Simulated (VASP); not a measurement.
Here is a VASP 6.6.1 calculation.

File INCAR:

```
PREC = Accurate
ENCUT = 600
EDIFF = 1E-7
ISMEAR = 1
SIGMA = 0.1
LREAL = False
LASPH = True
NELM = 150
ALGO = Normal
ISIF = 3
LWAVE = False
LCHARG = False
ISPIN = 2
MAGMOM = 2
LORBIT = 11
LMAXMIX = 4
IBRION = 2
NSW = 90
EDIFFG = -0.005
AMIX = 0.2
BMIX = 1E-4
AMIX_MAG = 0.8
BMIX_MAG = 1E-4
```

KPOINTS

```
regular mesh
0
Gamma
  18 18 18
```

Contents of POSCAR:

```
Ni                                      
1.0
    0.0000000000      1.7110766121      1.7110766121
    1.7110766121     -0.0000000000      1.7110766121
    1.7110766121      1.7110766121      0.0000000000
  Ni            
     1
Direct
     1.0000000000000000    1.0000000000000000    0.0000000000000000
```

Potentials or basis: VASP PAW LDA potentials, release 64 (Ni).

Run with:

```console
$ cat potpaw_LDA.64/Ni/POTCAR > POTCAR
$ mpirun -np 1 vasp_std > vasp.out
```

Q: What does it give for the band gap on the k mesh?

A: None (metal or under the smearing width).

Q: What does it give for the net moment?

A: 0.60 μB per cell.

Q: Estimate the site moments.

A: Ni +0.60 μB.

Final structure:
```
Ni
1.0
     0.00000    1.71108    1.71108
     1.71108    0.00000    1.71108
     1.71108    1.71108    0.00000
Ni
1
Direct
  0.00000 0.00000 0.00000
```

Caveat: the relaxation stopped at its first step, so nothing moved.
